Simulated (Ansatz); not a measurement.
A plane-wave DFT run in Ansatz 0.2.0 (scalar-relativistic PAW potentials unless the input names others): input and command.

```yaml
crystal:
  lattice:
    - [3.824888353, 0.0, 0.0]
    - [-1.9124441765, 3.3124504803, 0.0]
    - [0.0, 0.0, 27.2211317404]
  atoms:
    - { symbol: Si, position: [0.6666666667, 0.3333333334, 0.3122574066] }
    - { symbol: Si, position: [0.3333333333, 0.6666666666, 0.3415299164] }
    - { symbol: Si, position: [0.3333333333, 0.6666666666, 0.4284226886] }
    - { symbol: Si, position: [0.6664522632, 0.3332261316, 0.4578158291] }
    - { symbol: Si, position: [0.4113787219, 0.205689361, 0.5378476331] }
    - { symbol: Si, position: [0.2062500455, 0.6031250228, 0.5747967231] }
    - { symbol: C, position: [-0.299115982, 0.350442009, 0.5985747675], spin: 1.0 }
    - { symbol: H, position: [-0.4273593343, 0.2863203329, 0.6356288856] }
basis:
  ecutwfc: 420
kpoints:
  mp_grid: { grid: [9, 9, 1] }
hamiltonian:
  xc: pbesol
  hubbard: { sites: [{ species: C, l: p, u_eff: 20.0 }] }
scf:
  occupations: { method: gaussian, width: 0.05 }
  max_iter: 50
output:
  forces: true
  eigenvalues: true
magnetization:
  spin_polarized: true
efield:
  axis: 3
  dipole_correction: true
  ramp_width: 0.04
```

```bash
ansatz run input.yaml --threads 1 --pin off --max-ram 2560MiB --backend cpu --events-out ev --progress --plain --runs-dir out
```

Abridged log:
```
Si: projections on atomic orbitals take those of the free atom [Ne] 3s2 3p2, of charge +0.00 (hamiltonian.pseudopotentials.projection_atoms); the dataset's partial waves leave at most 6.1e-8 of an orbital's norm unspanned inside its sphere
C: projections on atomic orbitals take those of the free atom [He] 2s2 2p2, of charge +0.00 (hamiltonian.pseudopotentials.projection_atoms); the dataset's partial waves leave at most 3.7e-9 of an orbital's norm unspanned inside its sphere
H: projections on atomic orbitals take those of the free atom 1s1, of charge +0.00 (hamiltonian.pseudopotentials.projection_atoms); the dataset's partial waves leave at most 1.2e-11 of an orbital's norm unspanned inside its sphere
Pseudopotentials: kind: paw
Pseudopotential: Si, paw, valence charge 4, recommended cutoff 420 eV (normal)
Pseudopotential: C, paw, valence charge 4, recommended cutoff 420 eV (normal)
Pseudopotential: H, paw, valence charge 1, recommended cutoff 420 eV (normal)
Functional definition: PBEsol
Crystal: 8 atoms, lattice volume = 344.885 Å³
Basis set: ecut = 420 eV, 6739 PW (Γ), exchange–correlation on 54×54×384 points (8 copies of the dense FFT grid, shifted against one another)
Bands: 23, of which v1, the nominal top of the filled ones, is band 15 counted from 1 (14 counted from 0)
Symmetry: 2 space group operations
k-points: 25 of 81 (time reversal used)
Initial density: superposition of atomic densities (neutral atoms: chi_scale 0, normalization atom)
Starting moments: Σ|m| = 1 μB on 1 of 8 sites
Initial wavefunctions: pseudopotential atomic-orbital guess
Functional: x = pbesol(κ = 0.804, μ = 0.12345679), c = pbesol(β = 0.046)
SCF iter   1: F=—  HF=-3971.999893 eV  |F-HF|=—  |Δ(HF+E_count)|=         —  Δρ=1.94e-2 (↑1.94e-2 ↓1.82e-2) dr2=1.01e1  dr2_m=2.26e-1  M=1.122 μB ∫|m|=1.725 μB  β_m=1.00  ethr=3.10e-3  p=0.000 e·Å  D=3.73e-7 V/Å  ΔV_dip= 0.00 eV  dr2_dipole=3.06e0  V_vac-E_F(+/−)=6.30/6.30 eV  ⟨swp⟩=10.9  Hψ=9054  notcnv=0  defer=4
efield: sawtooth ramp at fractional position 0.9539 (placed from the atoms, in the widest stretch of the axis that holds none; the zero of the levels goes with the place), width 0.0400; the density the first Hamiltonian is built on has a dipole p = 0.000 e·Å; the dipole correction subtracts the counter field D = 3.73e-7 V/Å, which shifts the + side's vacuum level by  0.00 eV against the − side's; the planar-averaged density in the ramp window peaks in size at 6.6e-7 e/Å³
SCF iter   2: F=—  HF=-3973.366920 eV  |F-HF|=—  |Δ(HF+E_count)|=    1.37e0  Δρ=1.42e-2 (↑1.42e-2 ↓1.23e-2) dr2=5.15e0  dr2_m=3.33e-2  M=1.224 μB ∫|m|=2.031 μB  β_m=1.00  ethr=3.10e-3  p=0.000 e·Å  D=1.57e-7 V/Å  ΔV_dip= 0.00 eV  dr2_dipole=1.26e0  V_vac-E_F(+/−)=6.18/6.18 eV  ⟨swp⟩=2.4  Hψ=2585  notcnv=0  defer=90  κ⁻¹=1.0e0(r=1)
SCF iter   3: F=—  HF=-3973.645674 eV  |F-HF|=—  |Δ(HF+E_count)|=   2.79e-1  Δρ=4.82e-3 (↑4.24e-3 ↓4.82e-3) dr2=4.86e0  dr2_m=4.39e-3  M=1.240 μB ∫|m|=2.116 μB  β_m=1.00  ethr=3.10e-3  p=0.045 e·Å  D=2.35e-2 V/Å  ΔV_dip=-0.64 eV  dr2_dipole=2.47e0  V_vac-E_F(+/−)=4.40/5.04 eV  ⟨swp⟩=4.0  Hψ=2774  notcnv=0  defer=110  κ⁻¹=3.6e-1(r=2)
SCF iter   4: F=—  HF=-3974.354785 eV  |F-HF|=—  |Δ(HF+E_count)|=   7.09e-1  Δρ=7.65e-3 (↑6.26e-3 ↓7.65e-3) dr2=1.18e1  dr2_m=8.74e-3  M=1.256 μB ∫|m|=2.303 μB  β_m=1.00  ethr=3.10e-3  p=0.161 e·Å  D=8.46e-2 V/Å  ΔV_dip=-2.30 eV  dr2_dipole=4.69e0  V_vac-E_F(+/−)=3.42/5.72 eV  ⟨swp⟩=3.9  Hψ=2604  notcnv=0  defer=128  κ⁻¹=3.6e-3(r=3)
SCF iter   5: F=—  HF=-3974.462066 eV  |F-HF|=—  |Δ(HF+E_count)|=   1.07e-1  Δρ=2.72e-3 (↑1.82e-3 ↓2.72e-3) dr2=1.99e-1  dr2_m=5.62e-3  M=1.401 μB ∫|m|=2.412 μB  β_m=1.00  ethr=3.10e-3  p=0.129 e·Å  D=6.79e-2 V/Å  ΔV_dip=-1.85 eV  dr2_dipole=3.20e-2  V_vac-E_F(+/−)=3.38/5.23 eV  ⟨swp⟩=2.4  Hψ=2191  notcnv=0  defer=123  κ⁻¹=4.6e-4(r=4)
SCF iter   6: F=—  HF=-3974.738846 eV  |F-HF|=—  |Δ(HF+E_count)|=   2.77e-1  Δρ=2.00e-3 (↑2.00e-3 ↓1.55e-3) dr2=7.54e-2  dr2_m=1.76e-3  M=1.426 μB ∫|m|=2.480 μB  β_m=1.00  ethr=6.85e-4  p=0.156 e·Å  D=8.18e-2 V/Å  ΔV_dip=-2.23 eV  dr2_dipole=1.60e-2  V_vac-E_F(+/−)=2.80/5.03 eV  ⟨swp⟩=3.5  Hψ=2368  notcnv=0  defer=118  κ⁻¹=4.0e-4(r=5)
SCF iter   7: F=—  HF=-3974.902636 eV  |F-HF|=—  |Δ(HF+E_count)|=   1.64e-1  Δρ=1.59e-3 (↑1.59e-3 ↓1.31e-3) dr2=4.28e-2  dr2_m=1.01e-3  M=1.455 μB ∫|m|=2.546 μB  β_m=1.20  ethr=2.60e-4  p=0.181 e·Å  D=9.49e-2 V/Å  ΔV_dip=-2.58 eV  dr2_dipole=1.24e-3  V_vac-E_F(+/−)=2.36/4.94 eV  ⟨swp⟩=4.2  Hψ=2286  notcnv=0  defer=129
Mixer restart at iter 7: flushing history
spin-set hold released at iteration 7 (site moments contracting): the magnetisation degrees of freedom join the quasi-Newton model from the next iteration; the mixer history was flushed
SCF iter   8: F=—  HF=-3975.024971 eV  |F-HF|=—  |Δ(HF+E_count)|=   1.22e-1  Δρ=2.33e-3 (↑1.47e-3 ↓2.33e-3) dr2=1.15e0  dr2_m=1.75e-3  M=1.360 μB ∫|m|=2.449 μB  β_m=1.20  ethr=1.48e-4  p=0.160 e·Å  D=8.41e-2 V/Å  ΔV_dip=-2.29 eV  dr2_dipole=5.42e-1  V_vac-E_F(+/−)=2.53/4.82 eV  ⟨swp⟩=4.0  Hψ=2337  notcnv=0  defer=129  κ⁻¹=1.0e0(r=1)
density mixer auto → broyden: no gap read (density of states about μ 0.71 of a free-electron gas's, 14 screened modes)
   ...
SCF iter  43: F=—  HF=-3975.184372 eV  |F-HF|=—  |Δ(HF+E_count)|=   1.39e-3  Δρ=9.97e-4 (↑3.50e-4 ↓9.97e-4) dr2=2.63e-2  dr2_m=8.82e-4  M=1.298 μB ∫|m|=2.437 μB  β_m=1.20  ethr=3.42e-7  p=0.174 e·Å  D=9.15e-2 V/Å  ΔV_dip=-2.49 eV  dr2_dipole=1.24e-2  V_vac-E_F(+/−)=2.36/4.85 eV  ⟨swp⟩=2.7  Hψ=2128  notcnv=0  defer=123  κ⁻¹=2.7e-5(r=8)
SCF iter  44: F=—  HF=-3975.178679 eV  |F-HF|=—  |Δ(HF+E_count)|=   5.69e-3  Δρ=8.60e-4 (↑3.10e-4 ↓8.60e-4) dr2=1.94e-2  dr2_m=6.69e-4  M=1.304 μB ∫|m|=2.454 μB  β_m=1.20  ethr=3.42e-7  p=0.179 e·Å  D=9.38e-2 V/Å  ΔV_dip=-2.55 eV  dr2_dipole=9.24e-3  V_vac-E_F(+/−)=2.30/4.85 eV  ⟨swp⟩=4.7  Hψ=3316  notcnv=0  defer=123  κ⁻¹=2.3e-4(r=8)
SCF iter  45: F=—  HF=-3975.172978 eV  |F-HF|=—  |Δ(HF+E_count)|=   5.70e-3  Δρ=7.05e-4 (↑2.66e-4 ↓7.05e-4) dr2=1.31e-2  dr2_m=4.53e-4  M=1.322 μB ∫|m|=2.475 μB  β_m=1.20  ethr=3.42e-7  p=0.184 e·Å  D=9.64e-2 V/Å  ΔV_dip=-2.62 eV  dr2_dipole=6.25e-3  V_vac-E_F(+/−)=2.24/4.86 eV  ⟨swp⟩=4.8  Hψ=3670  notcnv=0  defer=123  κ⁻¹=2.1e-4(r=8)
SCF iter  46: F=—  HF=-3975.169083 eV  |F-HF|=—  |Δ(HF+E_count)|=   3.89e-3  Δρ=6.25e-4 (↑2.29e-4 ↓6.25e-4) dr2=9.28e-3  dr2_m=3.53e-4  M=1.338 μB ∫|m|=2.488 μB  β_m=1.20  ethr=3.42e-7  p=0.188 e·Å  D=9.86e-2 V/Å  ΔV_dip=-2.68 eV  dr2_dipole=4.34e-3  V_vac-E_F(+/−)=2.18/4.87 eV  ⟨swp⟩=4.8  Hψ=3685  notcnv=0  defer=122  κ⁻¹=7.8e-5(r=8)
SCF iter  47: F=—  HF=-3975.157083 eV  |F-HF|=—  |Δ(HF+E_count)|=   1.20e-2  Δρ=5.46e-4 (↑2.14e-4 ↓5.46e-4) dr2=7.46e-3  dr2_m=2.74e-4  M=1.430 μB ∫|m|=2.555 μB  β_m=1.20  ethr=3.42e-7  p=0.206 e·Å  D=1.08e-1 V/Å  ΔV_dip=-2.94 eV  dr2_dipole=3.42e-3  V_vac-E_F(+/−)=1.94/4.89 eV  ⟨swp⟩=6.4  Hψ=5733  notcnv=0  defer=130  κ⁻¹=8.7e-5(r=8)
SCF iter  48: F=—  HF=-3975.148926 eV  |F-HF|=—  |Δ(HF+E_count)|=   8.16e-3  Δρ=7.13e-4 (↑2.72e-4 ↓7.13e-4) dr2=1.34e-2  dr2_m=4.49e-4  M=1.491 μB ∫|m|=2.572 μB  β_m=1.20  ethr=3.42e-7  p=0.217 e·Å  D=1.14e-1 V/Å  ΔV_dip=-3.09 eV  dr2_dipole=6.28e-3  V_vac-E_F(+/−)=1.80/4.90 eV  ⟨swp⟩=16.2  Hψ=13385  notcnv=0  κ⁻¹=9.4e-5(r=8)
SCF iter  49: F=—  HF=-3975.162271 eV  |F-HF|=—  |Δ(HF+E_count)|=   1.33e-2  Δρ=4.69e-4 (↑1.46e-4 ↓4.69e-4) dr2=4.00e-3  dr2_m=1.89e-4  M=1.384 μB ∫|m|=2.528 μB  β_m=1.20  ethr=3.42e-7  p=0.197 e·Å  D=1.03e-1 V/Å  ΔV_dip=-2.81 eV  dr2_dipole=1.76e-3  V_vac-E_F(+/−)=2.06/4.87 eV  ⟨swp⟩=11.2  Hψ=10694  notcnv=0  κ⁻¹=5.9e-5(r=8)
SCF iter  50: F=—  HF=-3975.162487 eV  |F-HF|=—  |Δ(HF+E_count)|=   2.16e-4  Δρ=5.29e-4 (↑1.96e-4 ↓5.29e-4) dr2=6.29e-3  dr2_m=2.41e-4  M=1.379 μB ∫|m|=2.534 μB  β_m=1.20  ethr=3.42e-7  p=0.197 e·Å  D=1.03e-1 V/Å  ΔV_dip=-2.81 eV  dr2_dipole=2.86e-3  V_vac-E_F(+/−)=2.06/4.87 eV  ⟨swp⟩=8.3  Hψ=6476  notcnv=0  κ⁻¹=5.2e-5(r=8)
Occupation matrices written to <dir>
Error: did not converge after 50 iterations: dr2 = 6.29e-3 (threshold 1.00e-7), under the density mixer `broyden`, the choice of which `scf.mixing.algorithm: auto` left to the run (type `scf.mixing.algorithm: broyden` to keep it); raise `scf.max_iter`, which need not help a stalled SCF, or adjust the mixing (`scf.mixing`) or, under a smearing, its width (`scf.occupations.width`, in either direction: another width is another result); this SCF holds its density and magnetisation to the symmetry operations that it keeps, and cannot end on a state that breaks one of them: if the state sought break ...
```

Q: Find the fault.

A: The fault is an enormous or negative U (hamiltonian.hubbard: not typed → {"sites": [{"species": "C", "l": "p", "u_eff": 20.0}]}, the first being the value of the sound run). Setting it back cures it. The run stopped without converging. A reference run on usual settings, whose relaxation ended at this geometry, converged, and the end of its own relaxation has largest force 0.538 eV/Å (on an atom or along a direction that it held fixed), no gap on the mesh.

The run took 2.4 min on 1 thread of Intel(R) Xeon(R) Platinum 8488C (Sapphire Rapids), on a shared host, peak memory 0.79 GiB.